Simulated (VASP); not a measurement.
MgI2: equation of state with LDA

The system is MgI2.

```
I Mg
1.0
     4.07248    0.00000    0.00000
    -2.03624    3.52687    0.00000
     0.00000    0.00000    6.69671
I Mg
2 1
Direct
  0.66667 0.33333 0.75262
  0.33333 0.66667 0.24738
  0.00000 0.00000 0.00000
```

```
Program                : VASP 6.6.1
Task                   : equation of state
Functional             : LDA
Potentials or basis    : VASP PAW LDA potentials, release 64 (I, Mg)
Cutoff                 : 520 eV
k mesh                 : 8 × 8 × 4
Occupations            : gaussian, width 0.02 eV
Spin                   : no spin polarisation
Ladder                 : gaps
Further INCAR settings : ALGO = Normal; EDIFF = 1e-06
```

```json
{"Equilibrium volume": "32.03 Å³/atom", "Bulk modulus at fixed shape and positions": "35 GPa", "Pressure derivative of the bulk modulus": "4.5 (rough: it moves with the points fitted)"}
```

Energy against volume, from the lowest point:
```csv
volume (Å³/atom),energy (meV/atom)
30.779,5.82
31.421,1.33
32.062,0.00
32.703,1.48
33.344,5.50
```

All runs of the series together: 2.2 min on 1 thread of Intel(R) Xeon(R) Platinum 8488C (Sapphire Rapids), with other jobs on the host.

Caveat: the cell was scaled at fixed shape and fractional positions, which overstates the stiffness of a crystal with free parameters, most of all of layers and chains. The run has no spin-orbit coupling, so splittings on I are missing.
